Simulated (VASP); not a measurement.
# NaCl (Pm-3m) in VASP: dielectric tensor with r2SCAN

Aim: the dielectric tensor of NaCl with r2SCAN.

Program: VASP 6.6.1. These are calculated values, not measurements. Logs are shortened: lines on timing, memory, paths and dates and some standing lists are left out, and cuts for length are marked.

## Step 1: The structure

The structure is cubic, space group Pm-3m (No. 221). Conventional cell: a = 3.460 Å, b = 3.460 Å, c = 3.460 Å, α = 90.00°, β = 90.00°, γ = 90.00°. Na (site symmetry m-3m) is surrounded by 8 Cl at 3.00 Å. Cl (site symmetry m-3m) is surrounded by 8 Na at 3.00 Å.

The cell was built by a generator and needn't be a form met in nature.

## Step 2: Dielectric tensor, r2SCAN

File INCAR:

```
  PREC = Accurate
  ENCUT = 520
  EDIFF = 1E-8
  ISMEAR = 0
  SIGMA = 0.01
  LREAL = F
  LASPH = T
  NELM = 60
  ALGO = Normal
  ISIF = 2
  LWAVE = F
  LCHARG = F
  METAGGA = R2SCAN
  LMIXTAU = T
  LCALCEPS = T
```

File KPOINTS:

```
regular mesh
0
Gamma
  6 6 6
```

File POSCAR:

```
NaCl
1.0
    3.4595453127      0.0000000000      0.0000000000
    0.0000000000      3.4595453127      0.0000000000
    0.0000000000      0.0000000000      3.4595453127
Na Cl
1 1
Direct
    0.0000000000      0.0000000000      0.0000000000
    0.5000000000      0.5000000000      0.5000000000
```

Potentials or basis: VASP PAW PBE potentials, release 64 (Na_pv, Cl).

The run is started by

```bash
$ cat potpaw_PBE.64/Na_pv/POTCAR potpaw_PBE.64/Cl/POTCAR > POTCAR
$ mpirun -np 1 vasp_std > vasp.out
```

OUTCAR:

```text
PREC = Accurate
   ENCUT = 520
   EDIFF = 1E-8
   ISMEAR = 0
   LREAL = F
   LASPH = T
   NELM = 60
   ISIF = 2
   METAGGA = R2SCAN

 ion  position               nearest neighbor table
   1  0.000  0.000  0.000-
   2  0.500  0.500  0.500-

  LATTYP: Found a simple cubic cell.
 ALAT       =     3.4595453127

  Lattice vectors:

 A1 = (   3.4595453127,   0.0000000000,   0.0000000000)
 A2 = (   0.0000000000,   3.4595453127,   0.0000000000)
 A3 = (   0.0000000000,   0.0000000000,   3.4595453127)

Analysis of symmetry for initial positions (statically):
=====================================================================
 Subroutine PRICEL returns:
 Original cell was already a primitive cell.

 Routine SETGRP: Setting up the symmetry group for a
 simple cubic supercell.

 Subroutine GETGRP returns: Found 48 space group operations
 (whereof 48 operations were pure point group operations)
 out of a pool of 48 trial point group operations.

The static configuration has the point symmetry O_h .

Analysis of symmetry for dynamics (positions and initial velocities):
=====================================================================
 Subroutine PRICEL returns:
 Original cell was already a primitive cell.

 Routine SETGRP: Setting up the symmetry group for a
 simple cubic supercell.

 Subroutine GETGRP returns: Found 48 space group operations
 (whereof 48 operations were pure point group operations)
 out of a pool of 48 trial point group operations.

The dynamic configuration has the point symmetry O_h .

 Subroutine INISYM returns: Found 48 space group operations
 (whereof 48 operations are pure point group operations),
 and found     1 'primitive' translations

----------------------------------------------------------------------------------------

                                     Primitive cell

  volume of cell :      41.4054

  direct lattice vectors                    reciprocal lattice vectors
     3.459545313  0.000000000  0.000000000     0.289055327  0.000000000  0.000000000
     0.000000000  3.459545313  0.000000000     0.000000000  0.289055327  0.000000000
     0.000000000  0.000000000  3.459545313     0.000000000  0.000000000  0.289055327

  length of vectors
     3.459545313  3.459545313  3.459545313     0.289055327  0.289055327  0.289055327

  position of ions in fractional coordinates (direct lattice)
     0.000000000  0.000000000  0.000000000
     0.500000000  0.500000000  0.500000000

  ion indices of the primitive-cell ions
   primitive index   ion index
                 1           1
                 2           2

----------------------------------------------------------------------------------------

 KPOINTS: regular mesh

Automatic generation of k-mesh.
 Grid dimensions read from file:
 generate k-points for:    6    6    6

 Generating k-lattice:

  Cartesian coordinates                     Fractional coordinates (reciprocal lattice)
     0.048175888  0.000000000  0.000000000     0.166666667  0.000000000  0.000000000
     0.000000000  0.048175888  0.000000000     0.000000000  0.166666667  0.000000000
     0.000000000  0.000000000  0.048175888     0.000000000  0.000000000  0.166666667

  Length of vectors
     0.048175888  0.048175888  0.048175888

  Shift w.r.t. Gamma in fractional coordinates (k-lattice)
     0.000000000  0.000000000  0.000000000

 Subroutine IBZKPT returns following result:
 ===========================================

 Found     20 irreducible k-points:

 Following reciprocal coordinates:
            Coordinates               Weight
  0.000000  0.000000  0.000000      1.000000
  0.166667  0.000000  0.000000      6.000000
  0.333333  0.000000  0.000000      6.000000
  0.500000  0.000000  0.000000      3.000000
  0.166667  0.166667  0.000000     12.000000
  0.333333  0.166667  0.000000     24.000000
[... 12 lines left out ...]
  0.500000  0.500000  0.333333      6.000000
  0.500000  0.500000  0.500000      1.000000
   k-points           NKPTS =     20   k-points in BZ     NKDIM =     20   number of bands    NBANDS=     11
   number of dos      NEDOS =    301   number of ions     NIONS =      2
   total plane-waves  NPLWV =  21952
   dimension x,y,z NGX =    28 NGY =   28 NGZ =   28
   dimension x,y,z NGXF=    56 NGYF=   56 NGZF=   56
   ions per type =               1   1
   NGX,Y,Z   is equivalent  to a cutoff of  13.46, 13.46, 13.46 a.u.
   NGXF,Y,Z  is equivalent  to a cutoff of  26.91, 26.91, 26.91 a.u.
 SYSTEM =  unknown system
   PREC   = accura    normal or accurate (medium, high low for compatibility)
   ISTART =      0    job   : 0-new  1-cont  2-samecut
   ICHARG =      2    charge: 1-file 2-atom 10-const
   ISPIN  =      1    spin polarized calculation?
   LNONCOLLINEAR =      F non collinear calculations
   LSORBIT =      F    spin-orbit coupling
   LASPH  =      T    aspherical Exc in radial PAW
   ENCUT  =  520.0 eV  38.22 Ry    6.18 a.u.   6.43  6.43  6.43*2*pi/ulx,y,z
   NELM   =     60;   NELMIN=  2; NELMDL= -5     # of ELM steps
   EDIFF  = 0.1E-07   stopping-criterion for ELM
   LREAL  =      F    real-space projection
   EDIFFG = 0.1E-06   stopping-criterion for IOM
   NSW    =      0    number of steps for IOM
   IBRION =     -1    ionic relax: 0-MD 1-quasi-New 2-CG
   NFREE  =      0    steps in history (QN), initial steepest desc. (CG)
   ISIF   =      2    stress and relaxation
   ISYM   =      2    0-nonsym 1-usesym 2-fastsym
   POTIM  = 0.5000    time-step for ionic-motion
   TEBEG  =    0.0;   TEEND  =   0.0 temperature during run
   PSTRESS=    0.0 pullay stress
   NELECT =      14.0000    total number of electrons
   NUPDOWN=      -1.0000    fix difference up-down
   EMIN   =  10.00;   EMAX   =-10.00  energy-range for DOS
   EFERMI =   0.00;   METHOD = LEGACY
   ISMEAR =     0;   SIGMA  =   0.01  broadening in eV -4-tet -1-fermi 0-gaus
   EFERMI_NEDOS =   21; number of points for ismear=-14 and -15
   IALGO  =     38    algorithm
   IMIX   =      4    mixing-type and parameters
     AMIX     =   0.40;   BMIX     =  1.00
     AMIX_MAG =   1.60;   BMIX_MAG =  1.00
  volume/ion in A,a.u.               =      20.70       139.71
  Fermi-wavevector in a.u.,A,eV,Ry     =   1.140508  2.155248 17.697906  1.300759
  Thomas-Fermi vector in A             =   2.277210
   LORBIT       =      0    0 simple, 1 ext, 2 COOP (PROOUT), +10 PAW based schemes
   METAGGA = R2SCAN    functional components
   LHFCALC =     F    Hartree Fock is set to
   AEXX    =    0.0000 exact exchange contribution
   IVDW    =     0    specifies the selected vdW correction
   LEPSILON=     F    determine dielectric tensor
   LRPA    =     F    only Hartree local field effects (RPA)
   LRPA       =     F
 non-spin polarized calculation
 Gauss-broadening in eV      SIGMA  =   0.01
  energy-cutoff  :      520.00
  volume of cell :       41.41
 maximum number of plane-waves:      1141
 NGX is ok and might be reduce to    28
   NGX = 13   NGY = 13   NGZ = 13

 Total electronic dipole moment: p[elc]=(    -0.00000     0.00000    -0.00000 ) |e| Angst

 number of electron      13.9999999 magnetization

 Free energy of the ion-electron system (eV)
  ---------------------------------------------------
  ext. energy  EPLUGINS =         0.00000000
  ---------------------------------------------------
  free energy    TOTEN  =       -13.46549656 eV

  energy without entropy =      -13.46549656  energy(sigma->0) =      -13.46549656

 E-fermi :   0.3720     XC(G=0):  -9.0754

 val. band max:        0.2978161954   @ k =   0.5000   0.5000   0.0000
 cond. band min:   10000.0000000000   @ k =   0.0000   0.0000   0.0000
 fundamental gap:   9999.7021838046
 Fermi energy:         0.3720488757

 k-point     1 :       0.0000    0.0000    0.0000
  band No.  band energies     occupation
      1     -22.4989      2.00000
      2     -22.4989      2.00000
      3     -22.4989      2.00000
      4     -13.7979      2.00000
      5      -0.2384      2.00000
      6      -0.2384      2.00000
      7      -0.2383      2.00000
      8   10000.0000      0.00000
      9   10000.0000      0.00000
     10   10000.0000      0.00000
     11   10000.0000      0.00000
[... 309 lines left out ...]
 k-point    24 :       0.0000    0.1667    0.1667
  band No.  band energies     occupation
      1     -22.5099      2.00000
      2     -22.5073      2.00000
      3     -22.4969      2.00000
      4     -13.6142      2.00000
      5      -1.0818      2.00000
      6      -0.8279      2.00000
      7      -0.1164      2.00000
      8   10000.0000      0.00000
      9   10000.0000      0.00000
     10   10000.0000      0.00000
     11   10000.0000      0.00000

 [... further k-points ...]

------------------------ aborting loop because EDIFF is reached ----------------------------------------

            Ionic dipole moment: p[ion]=(   -12.10841   -12.10841   -12.10841 ) |e| Angst

 Total electronic dipole moment: p[elc]=(     0.00000    -0.00000     0.00360 ) |e| Angst

 MACROSCOPIC STATIC DIELECTRIC TENSOR (including local field effects)
 ------------------------------------------------------
           2.573792     0.000000    -0.000000
           0.000000     2.573792     0.000000
          -0.000000    -0.000000     2.573792
 ------------------------------------------------------

 PIEZOELECTRIC TENSOR (including local field effects) (e Angst)
          XX          YY          ZZ          XY          YZ          ZX
  --------------------------------------------------------------------------------
  x     0.00000     0.00000     0.00000     0.00000     0.00000     0.00000
  y     0.00000     0.00000     0.00000     0.00000     0.00000     0.00000
  z     0.00000     0.00000     0.00000     0.00000     0.00000     0.00000

 PIEZOELECTRIC TENSOR (including local field effects) (C/m^2)
          XX          YY          ZZ          XY          YZ          ZX
  --------------------------------------------------------------------------------
  x     0.00000     0.00000     0.00000     0.00000     0.00000     0.00000
  y     0.00000     0.00000     0.00000     0.00000     0.00000     0.00000
  z     0.00000     0.00000     0.00000     0.00000     0.00000     0.00000

 BORN EFFECTIVE CHARGES (including local field effects) (in |e|, cummulative output)
 ---------------------------------------------------------------------------------
 ion    1
    1     1.14463     0.00000     0.00000
    2     0.00000     1.14463    -0.00000
    3    -0.00000    -0.00000     1.14463
 ion    2
    1    -1.14463    -0.00000    -0.00000
    2    -0.00000    -1.14463     0.00000
    3     0.00000     0.00000    -1.14463

  FORCE on cell =-STRESS in cart. coord.  units (eV):
  Direction    XX          YY          ZZ          XY          YZ          ZX
  --------------------------------------------------------------------------------------
  -------------------------------------------------------------------------------------
  Total       -0.0691131     -0.0691131     -0.0691131      0.0000000      0.0000000     -0.0000000
  in kB       -2.6743215     -2.6743215     -2.6743215      0.0000000      0.0000000     -0.0000000
  external PRESSURE =      -2.6743215 kB  Pullay stress =       0.0000000 kB

 VOLUME and BASIS-vectors are now :
 -----------------------------------------------------------------------------
  energy-cutoff  :      520.00
  volume of cell :       41.41
      direct lattice vectors                 reciprocal lattice vectors
     3.459545313  0.000000000  0.000000000     0.289055327  0.000000000  0.000000000
     0.000000000  3.459545313  0.000000000     0.000000000  0.289055327  0.000000000
     0.000000000  0.000000000  3.459545313     0.000000000  0.000000000  0.289055327

 POSITION                                       TOTAL-FORCE (eV/Angst)
 -----------------------------------------------------------------------------------
      0.00000      0.00000      0.00000         0.000000      0.000000      0.000000
      1.72977      1.72977      1.72977         0.000000      0.000000      0.000000
 -----------------------------------------------------------------------------------
    total drift:                               -0.000000      0.000000      0.000000

  FREE ENERGIE OF THE ION-ELECTRON SYSTEM (eV)
  ---------------------------------------------------
  free  energy   TOTEN  =       -13.4654965585 eV

  energy  without entropy=      -13.4654965585  energy(sigma->0) =      -13.46549656
```

Run time: 11 min. Hardware: 1 thread of AMD EPYC 9R45 (Zen 5), shared host; peak memory 0.2 GiB.

What came out:

| Item | Value |
| --- | --- |
| Band gap on the k mesh | 4.95 eV, indirect (least direct gap 5.49 eV) |
| Electronic dielectric tensor (diagonal) | 2.57 |
| Born charges (mean of the diagonal) | Na +1.14; Cl -1.14 e |

Levels at points of the mesh, in eV from the valence-band top:
```csv
k point,band 3,band 4,band 5,band 6,band 7,band 8,band 9,band 10,band 11
"(0.00, 0.00, 0.00)",-22.80,-14.10,-0.54,-0.54,-0.54,4.95,9.14,9.14,16.80
"(0.50, 0.00, 0.00)",-22.79,-13.69,-3.13,-0.29,-0.29,7.82,9.79,11.24,12.73
"(0.50, 0.50, 0.00)",-22.79,-13.39,-2.44,-2.44,0.00,6.24,10.73,12.20,12.20
"(0.50, 0.50, 0.50)",-22.82,-13.08,-2.01,-2.01,-2.01,7.75,7.75,7.75,13.28
```

Electronic dielectric tensor:
```
2.57 0.00 0.00
0.00 2.57 0.00
0.00 0.00 2.57
```

Born effective charge tensors (e):
atom 1, Na
```
1.14 0.00 0.00
0.00 1.14 0.00
0.00 0.00 1.14
```
atom 2, Cl
```
-1.14  0.00  0.00
 0.00 -1.14  0.00
 0.00  0.00 -1.14
```

Dipole moments of the cell (e·Å, modulo the quantum): ionic -12.108, -12.108, -12.108; electronic 0.000, 0.000, 0.004

Caveat: the PAW data sets were made with another functional, which shifts forces and pressure a little.
